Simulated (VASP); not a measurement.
## Lattice of NaI, functional by functional

Aim: relax NaI at several levels of theory and compare the cells. The starting structure is a measured crystal structure from the Crystallography Open Database. The first relaxation on each setting starts from this cell expanded by 3 % in volume.

Method: Kohn-Sham DFT with plane waves and PAW; PBEsol, LDA, PBE, PBEsol + D3(BJ), r2SCAN and r2SCAN + rVV10, in VASP 6.6.1.

### Step 1. The starting structure

The structure is cubic, space group Fm-3m (No. 225). The conventional cell has a = 6.473 Å, b = 6.473 Å, c = 6.473 Å, α = 90.00°, β = 90.00°, γ = 90.00°. Nearest to I lie 6 Na at 3.24 Å. Na has 6 I at 3.24 Å nearest. Farther neighbours and most contacts between anions are not listed.

### Step 2. Relaxation with PBEsol

PBEsol restores the gradient expansion of exchange and is tuned for the cells of solids. This run starts from the cell of an earlier relaxation, which isn't shown; the restart sets up the plane waves anew.

Contents of INCAR:

```
SYSTEM = NaI
PREC = Accurate
ENCUT = 450
EDIFF = 1E-06
NELM = 100
ISMEAR = 0
SIGMA = 0.03
LREAL = .FALSE.
ALGO = Normal
GGA = PS
NBANDS = 13
LORBIT = 11
LWAVE = .FALSE.
LCHARG = .FALSE.
KPAR = 4
IBRION = 2
NSW = 50
ISIF = 3
EDIFFG = -0.006
```

Contents of POSCAR:

```
NaI
1.0
    0.0000000000      3.2014595970      3.2014595970
    3.2014595970      0.0000000000      3.2014595970
    3.2014595970      3.2014595970      0.0000000000
I Na
1 1
Direct
    0.5000000000      0.5000000000      0.5000000000
    0.0000000000      0.0000000000      0.0000000000
```

Contents of KPOINTS:

```
Automatic mesh
0
Gamma
6 6 6
0 0 0
```

PAW data sets: I and Na_pv (PBE family, release 64).

On the command line:

```bash
$ mpirun -np 4 vasp_std
```

Output:

```text
[banner, memory and clock lines left out]
running    4 mpi-ranks, on    1 nodes
 distrk:  each k-point on    1 cores,    4 groups
 distr:  one band on    1 cores,    1 groups

 POSCAR found type information on POSCAR I Na
 POSCAR found :  2 types and       2 ions
|                                                                             |
|               ----> ADVICE to this user running VASP <----                  |
|                                                                             |
|     You enforced a specific xc type in the INCAR file but a different       |
|     [... a line on the potential file left out ...]
|     I HOPE YOU KNOW WHAT YOU ARE DOING!                                     |
|                                                                             |

 LDA part: xc-table for (Slater+PW92), standard interpolation
 POSCAR, INCAR and KPOINTS ok, starting setup
 FFT: planning ... GRIDC
 FFT: planning ... GRID_SOFT
 FFT: planning ... GRID
 WAVECAR not read
 entering main loop
       N       E                     dE             d eps       ncg     rms          rms(c)
DAV:   1     0.780306865262E+02    0.78031E+02   -0.61499E+03   416   0.861E+02
DAV:   2     0.330996689196E+00   -0.77700E+02   -0.71534E+02   431   0.211E+02
DAV:   3    -0.558235710446E+01   -0.59134E+01   -0.58815E+01   536   0.594E+01
DAV:   4    -0.573326622814E+01   -0.15091E+00   -0.15089E+00   532   0.977E+00
DAV:   5    -0.573607868930E+01   -0.28125E-02   -0.28124E-02   552   0.121E+00    0.142E+00
DAV:   6    -0.567862444646E+01    0.57454E-01   -0.66843E-02   501   0.204E+00    0.937E-01
DAV:   7    -0.566867831410E+01    0.99461E-02   -0.53349E-02   501   0.151E+00    0.523E-01
DAV:   8    -0.566959940688E+01   -0.92109E-03   -0.33853E-03   471   0.603E-01    0.104E-01
DAV:   9    -0.566956488581E+01    0.34521E-04   -0.13220E-04   506   0.135E-01    0.213E-02
DAV:  10    -0.566957032887E+01   -0.54431E-05   -0.19324E-05   511   0.527E-02    0.595E-03
DAV:  11    -0.566957067339E+01   -0.34452E-06   -0.26172E-06   511   0.177E-02
   1 F= -.56695707E+01 E0= -.56695707E+01  d E =-.566957E+01
 curvature:   0.00 expect dE= 0.000E+00 dE for cont linesearch  0.000E+00
 trial: gam= 0.00000 g(F)=  0.171E-61 g(S)=  0.364E-05 ort = 0.000E+00 (trialstep = 0.100E+01)
 search vector abs. value=  0.364E-05
 reached required accuracy - stopping structural energy minimisation
```

The job ended after 4.2 s (4 MPI ranks of Intel Xeon Platinum 8259CL at 2.50GHz (Skylake/Cascade Lake), shared host; peak memory 0.67 GiB; 12 s of CPU time).

The logs omit lines about the potential files and the build; timing stands in the text.

Parts of OUTCAR (step 2):

```text
ion  position               nearest neighbor table
   1  0.500  0.500  0.500-
   2  0.000  0.000  0.000-

  LATTYP: Found a face centered cubic cell.
 ALAT       =     6.4029191940

 Subroutine GETGRP returns: Found 48 space group operations
 (whereof 48 operations were pure point group operations)

The static configuration has the point symmetry O_h .

 Found     16 irreducible k-points:

   k-points           NKPTS =     16   k-points in BZ     NKDIM =     16   number of bands    NBANDS=     13

   dimension x,y,z NGX =    32 NGY =   32 NGZ =   32
   dimension x,y,z NGXF=    64 NGYF=   64 NGZF=   64

   ENCUT  =  450.0 eV  33.07 Ry    5.75 a.u.   7.83  7.83  7.83*2*pi/ulx,y,z

   NELECT =      14.0000    total number of electrons

 k-points in reciprocal lattice and weights: Automatic mesh
   0.00000000  0.00000000  0.00000000       0.005
   0.16666667  0.00000000  0.00000000       0.037
   0.33333333  0.00000000  0.00000000       0.037
   0.50000000  0.00000000  0.00000000       0.019
   0.16666667  0.16666667  0.00000000       0.028
   0.33333333  0.16666667  0.00000000       0.111
   0.50000000  0.16666667  0.00000000       0.111
  -0.33333333  0.16666667  0.00000000       0.111
  -0.16666667  0.16666667  0.00000000       0.056
[...]
-0.33333333  0.33333333  0.16666667       0.111
  -0.33333333  0.50000000  0.16666667       0.056

 average (electrostatic) potential at core
       1 -92.9762       2 -46.9428

 E-fermi :   1.1437

 k-point     1 :       0.0000    0.0000    0.0000
  band No.  band energies     occupation
    ...
      3     -21.2629      2.00000
      4     -10.1964      2.00000
      5       0.9473      2.00000
      6       0.9473      2.00000
      7       0.9473      2.00000
      8       4.5372      0.00000
      9       8.7916      0.00000
     10       8.7916      0.00000
     11       8.7916      0.00000
     12      10.7170      0.00000
    ...

 k-point     2 :       0.1667    0.0000    0.0000
  band No.  band energies     occupation
    ...
      3     -21.2630      2.00000
      4     -10.1145      2.00000
      5       0.1540      2.00000
      6       0.8650      2.00000
      7       0.8650      2.00000
      8       5.3774      0.00000
      9       8.2980      0.00000
     10       9.0001      0.00000
     11       9.0001      0.00000
     12      10.1880      0.00000
    ...

 k-point     3 :       0.3333    0.0000    0.0000
  band No.  band energies     occupation
    ...
      3     -21.2632      2.00000
      4      -9.9402      2.00000
      5      -0.9438      2.00000
      6       0.7121      2.00000
      7       0.7121      2.00000
      8       5.9464      0.00000
      9       8.6036      0.00000
     10       8.6036      0.00000
     11       9.0145      0.00000
     12      11.0762      0.00000
    ...

  Total       -0.0070894     -0.0070894     -0.0070894      0.0000000     -0.0000000     -0.0000000
  in kB       -0.1730807     -0.1730807     -0.1730807      0.0000000     -0.0000000     -0.0000000
  external PRESSURE =      -0.1730807 kB  Pullay stress =       0.0000000 kB

  energy-cutoff  :      450.00
  volume of cell :       65.63
      direct lattice vectors                 reciprocal lattice vectors
     0.000000000  3.201459597  3.201459597    -0.156178763  0.156178763  0.156178763
     3.201459597  0.000000000  3.201459597     0.156178763 -0.156178763  0.156178763
     3.201459597  3.201459597  0.000000000     0.156178763  0.156178763 -0.156178763

 POSITION                                       TOTAL-FORCE (eV/Angst)
 -----------------------------------------------------------------------------------
      3.20146      3.20146      3.20146        -0.000000     -0.000000     -0.000000
      0.00000      0.00000      0.00000         0.000000      0.000000      0.000000
 -----------------------------------------------------------------------------------
    total drift:                                0.000000     -0.000000     -0.000000

  FREE ENERGIE OF THE ION-ELECTRON SYSTEM (eV)
  ---------------------------------------------------
  free  energy   TOTEN  =        -5.6695706734 eV

  energy  without entropy=       -5.6695706734  energy(sigma->0) =       -5.66957067

 reached required accuracy - stopping structural energy minimisation

 total charge
# of ion       s       p       d       tot
------------------------------------------
    1        1.493   2.843   0.003   4.339
    2        0.044   5.977   0.000   6.021
--------------------------------------------------
tot          1.537   8.820   0.003  10.360

[... 3 further parts left out ...]
```

The PAW data sets were made with PBE, which is usual practice but a small mismatch for other functionals. The run keeps the 48 symmetry operations of its start, so it cannot find a distortion of lower symmetry.

With PBEsol the relaxed cell holds 32.813 Å³ an atom, -3.20 % against the measured cell, with a = 6.403 Å.

### Step 3. Relaxation with LDA

LDA, the lowest rung, knows the local density alone. This run starts from the cell of an earlier relaxation, which isn't shown; the restart sets up the plane waves anew.

Changes to INCAR since step 2:

```diff
@@ -9,3 +9,3 @@
 ALGO = Normal
-GGA = PS
+GGA = CA
 NBANDS = 13
```

Contents of POSCAR:

```
NaI
1.0
    0.0000000000      3.1297263002      3.1297263002
    3.1297263002      0.0000000000      3.1297263002
    3.1297263002      3.1297263002      0.0000000000
I Na
1 1
Direct
    0.5000000000      0.5000000000      0.5000000000
    0.0000000000      0.0000000000      0.0000000000
```

KPOINTS is that of step 2.

The projector-augmented-wave data sets are I and Na_pv (LDA family, release 64).

On the command line:

```bash
$ mpirun -np 4 vasp_std
```

Output:

```text
[banner, memory and clock lines left out]
running    4 mpi-ranks, on    1 nodes
[...]
LDA part: xc-table for (Slater(with rela. corr.)+CA(PZ))
 , standard interpolation
 POSCAR, INCAR and KPOINTS ok, starting setup
[...]
entering main loop
       N       E                     dE             d eps       ncg     rms          rms(c)
DAV:   1     0.773434278874E+02    0.77343E+02   -0.62751E+03   416   0.879E+02
DAV:   2    -0.559832768824E+00   -0.77903E+02   -0.72595E+02   441   0.218E+02
DAV:   3    -0.595921174529E+01   -0.53994E+01   -0.53682E+01   526   0.573E+01
DAV:   4    -0.608111411416E+01   -0.12190E+00   -0.12188E+00   545   0.911E+00
[...]
DAV:   9    -0.601652584198E+01    0.38760E-04   -0.12409E-04   501   0.122E-01    0.279E-02
DAV:  10    -0.601652562986E+01    0.21212E-06   -0.14876E-05   569   0.490E-02    0.481E-03
DAV:  11    -0.601652547193E+01    0.15794E-06   -0.87995E-07   333   0.138E-02
   1 F= -.60165255E+01 E0= -.60165255E+01  d E =-.601653E+01
[...]
reached required accuracy - stopping structural energy minimisation
```

It took 3.6 s on 4 MPI ranks; peak memory 0.58 GiB.

OUTCAR, selected parts (step 3):

```text
  Total       -0.0053600     -0.0053600     -0.0053600     -0.0000000      0.0000000     -0.0000000
  in kB       -0.1400630     -0.1400630     -0.1400630     -0.0000000      0.0000000     -0.0000000
  external PRESSURE =      -0.1400630 kB  Pullay stress =       0.0000000 kB

 POSITION                                       TOTAL-FORCE (eV/Angst)
 -----------------------------------------------------------------------------------
      3.12973      3.12973      3.12973        -0.000000      0.000000      0.000000
      0.00000      0.00000      0.00000         0.000000     -0.000000     -0.000000
 -----------------------------------------------------------------------------------
    total drift:                                0.000000     -0.000000     -0.000000

  FREE ENERGIE OF THE ION-ELECTRON SYSTEM (eV)
  ---------------------------------------------------
  free  energy   TOTEN  =        -6.0165254719 eV

  energy  without entropy=       -6.0165254719  energy(sigma->0) =       -6.01652547

[... 2 parts as in an earlier step ...]

[... 2 further parts left out ...]
[key lines of the parts left out:]
E-fermi :   1.5655
```

With LDA the relaxed cell holds 30.656 Å³ an atom, -9.57 % against the measured cell, with a = 6.259 Å. That is -6.57 % from PBEsol.

### Step 4. Relaxation with PBE

PBE, the usual starting point, adds the gradient of the density.

Changes to INCAR since step 3:

```diff
@@ -9,3 +9,3 @@
 ALGO = Normal
-GGA = CA
+GGA = PE
 NBANDS = 13
```

Contents of POSCAR:

```
NaI
1.0
    0.0000000000      3.2684456484      3.2684456484
    3.2684456484      0.0000000000      3.2684456484
    3.2684456484      3.2684456484      0.0000000000
I Na
1 1
Direct
    0.5000000000      0.5000000000      0.5000000000
    0.0000000000      0.0000000000      0.0000000000
```

KPOINTS is that of step 3.

The projector-augmented-wave data sets are I and Na_pv (PBE family, release 64).

On the command line:

```bash
$ mpirun -np 4 vasp_std
```

Output:

```text
[banner, memory and clock lines left out]
running    4 mpi-ranks, on    1 nodes
[...]
LDA part: xc-table for (Slater+PW92), standard interpolation
 POSCAR, INCAR and KPOINTS ok, starting setup
[...]
entering main loop
       N       E                     dE             d eps       ncg     rms          rms(c)
DAV:   1     0.764019809036E+02    0.76402E+02   -0.61364E+03   416   0.836E+02
DAV:   2     0.845715822273E+00   -0.75556E+02   -0.69529E+02   434   0.204E+02
DAV:   3    -0.530721148949E+01   -0.61529E+01   -0.61161E+01   536   0.595E+01
DAV:   4    -0.545451011687E+01   -0.14730E+00   -0.14726E+00   464   0.995E+00
[...]
DAV:  10    -0.538716880910E+01   -0.16305E-04   -0.40297E-05   491   0.657E-02    0.948E-03
DAV:  11    -0.538716981403E+01   -0.10049E-05   -0.43478E-06   486   0.214E-02    0.199E-03
DAV:  12    -0.538717023165E+01   -0.41761E-06   -0.56630E-07   413   0.525E-03
   1 F= -.53871702E+01 E0= -.53871702E+01  d E =-.538717E+01
[... from here on, the cycles between the ionic steps are left out ...]
   2 F= -.53872687E+01 E0= -.53872687E+01  d E =-.984548E-04
   3 F= -.53872539E+01 E0= -.53872539E+01  d E =-.836410E-04
   4 F= -.53872590E+01 E0= -.53872590E+01  d E =-.888143E-04
   5 F= -.53872621E+01 E0= -.53872621E+01  d E =-.918797E-04
   6 F= -.53872638E+01 E0= -.53872638E+01  d E =-.935369E-04
   7 F= -.53872851E+01 E0= -.53872851E+01  d E =-.213468E-04
   8 F= -.53872833E+01 E0= -.53872833E+01  d E =-.194908E-04
   9 F= -.53872842E+01 E0= -.53872842E+01  d E =-.204077E-04
  10 F= -.53872848E+01 E0= -.53872848E+01  d E =-.210213E-04
  11 F= -.53872938E+01 E0= -.53872938E+01  d E =-.896627E-05
 trial-energy change:   -0.000009  1 .order   -0.000002   -0.000013    0.000008
 step:   0.8425(harm=  0.6103)  dis= 0.00000  next Energy=    -5.387294 (dE=-0.955E-05)
 reached required accuracy - stopping structural energy minimisation
```

The job ended after 16 s (4 MPI ranks; peak memory 0.7 GiB).

From OUTCAR (step 4):

```text
  Total        0.0097722      0.0097722      0.0097722      0.0000000      0.0000000     -0.0000000
  in kB        0.2253276      0.2253276      0.2253276      0.0000000      0.0000000     -0.0000000
  external PRESSURE =       0.2253276 kB  Pullay stress =       0.0000000 kB

 POSITION                                       TOTAL-FORCE (eV/Angst)
 -----------------------------------------------------------------------------------
      3.26302      3.26302      3.26302        -0.000000      0.000000     -0.000000
      6.52605      3.26302      3.26302         0.000000     -0.000000      0.000000
 -----------------------------------------------------------------------------------
    total drift:                                0.000000     -0.000000      0.000000

  FREE ENERGIE OF THE ION-ELECTRON SYSTEM (eV)
  ---------------------------------------------------
  free  energy   TOTEN  =        -5.3872937561 eV

  energy  without entropy=       -5.3872937561  energy(sigma->0) =       -5.38729376

[... 2 parts as in an earlier step ...]

[... 2 further parts left out ...]
[key lines of the parts left out:]
E-fermi :   0.8666
```

Logs of long relaxations may skip ionic steps without a mark.

With PBE the relaxed cell holds 34.742 Å³ an atom, +2.49 % against the measured cell, with a = 6.526 Å. That is +5.88 % from PBEsol.

### Step 5. Relaxation with PBEsol + D3(BJ)

D3 with Becke-Johnson damping keeps a finite attraction at short range. This run starts from the cell of an earlier relaxation, which isn't shown; the restart sets up the plane waves anew.

Changes to INCAR since step 4:

```diff
@@ -9,3 +9,4 @@
 ALGO = Normal
-GGA = PE
+GGA = PS
+IVDW = 12
 NBANDS = 13
```

Contents of POSCAR:

```
NaI
1.0
    0.0000000000      3.1292237631      3.1292237631
    3.1292237631      0.0000000000      3.1292237631
    3.1292237631      3.1292237631      0.0000000000
I Na
1 1
Direct
    0.5000000000      0.5000000000      0.5000000000
    0.0000000000      0.0000000000      0.0000000000
```

KPOINTS is that of step 4.

On the command line:

```bash
$ mpirun -np 4 vasp_std
```

Output:

```text
[banner, memory and clock lines left out]
running    4 mpi-ranks, on    1 nodes
[...]
[... a notice as in an earlier step ...]

 LDA part: xc-table for (Slater+PW92), standard interpolation
 POSCAR, INCAR and KPOINTS ok, starting setup
[...]
entering main loop
       N       E                     dE             d eps       ncg     rms          rms(c)
DAV:   1     0.760186737166E+02    0.76019E+02   -0.62710E+03   416   0.875E+02
DAV:   2    -0.195973294431E+00   -0.76215E+02   -0.71270E+02   431   0.224E+02
DAV:   3    -0.558266122225E+01   -0.53867E+01   -0.53523E+01   526   0.593E+01
DAV:   4    -0.570798300103E+01   -0.12532E+00   -0.12528E+00   539   0.931E+00
[...]
DAV:   9    -0.565065747001E+01    0.30590E-04   -0.12000E-04   526   0.137E-01    0.180E-02
DAV:  10    -0.565066165439E+01   -0.41844E-05   -0.15808E-05   486   0.500E-02    0.591E-03
DAV:  11    -0.565066183936E+01   -0.18497E-06   -0.19219E-06   506   0.158E-02
   1 F= -.61928041E+01 E0= -.61928041E+01  d E =-.619280E+01
[... from here on, the cycles between the ionic steps are left out ...]
   2 F= -.61928190E+01 E0= -.61928190E+01  d E =-.149074E-04
   3 F= -.61928174E+01 E0= -.61928174E+01  d E =-.133351E-04
   4 F= -.61928180E+01 E0= -.61928180E+01  d E =-.139214E-04
   5 F= -.61928185E+01 E0= -.61928185E+01  d E =-.143967E-04
   6 F= -.61928188E+01 E0= -.61928188E+01  d E =-.146950E-04
[...]
reached required accuracy - stopping structural energy minimisation
```

Run time: 9.4 s. Hardware: 4 MPI ranks; peak memory 0.74 GiB; 33 s of CPU time.

OUTCAR, selected parts (step 5):

```text
 Edisp (eV)   -0.54275

 Edisp (eV)   -0.54276

  Total      -0.00968    -0.00968    -0.00968     0.00000     0.00000    -0.00000
  in kB      -0.25330    -0.25330    -0.25330     0.00000     0.00000    -0.00000
  external pressure =       -0.25 kB  Pullay stress =        0.00 kB

 POSITION                                       TOTAL-FORCE (eV/Angst)
 -----------------------------------------------------------------------------------
      3.12803      3.12803      3.12803         0.000000      0.000000      0.000000
      3.12803     -0.00000      3.12803        -0.000000     -0.000000     -0.000000
 -----------------------------------------------------------------------------------
    total drift:                                0.000000     -0.000000     -0.000000

  FREE ENERGIE OF THE ION-ELECTRON SYSTEM (eV)
  ---------------------------------------------------
  free  energy   TOTEN  =        -6.1928188097 eV

  energy  without entropy=       -6.1928188097  energy(sigma->0) =       -6.19281881

[... 2 parts as in an earlier step ...]

[... 2 further parts left out ...]
[key lines of the parts left out:]
E-fermi :   1.6231
```

With PBEsol + D3(BJ) the relaxed cell holds 30.606 Å³ an atom, -9.71 % against the measured cell, with a = 6.256 Å. That is -6.72 % from PBEsol.

[end of part 1 of 2]

[Lines on the potential files, build, host, timing and source positions are cut from VASP's logs without a mark.]

[Logs are printed without paths, hosts, clocks, repeated set-up lines and the standing remarks that a program may print on its own settings, such as how far it seeks lower states.]

[Hosts, paths, dates, database ids (printed as entryN), source tags and the programs' standing remarks are cut or masked in the printed files.]
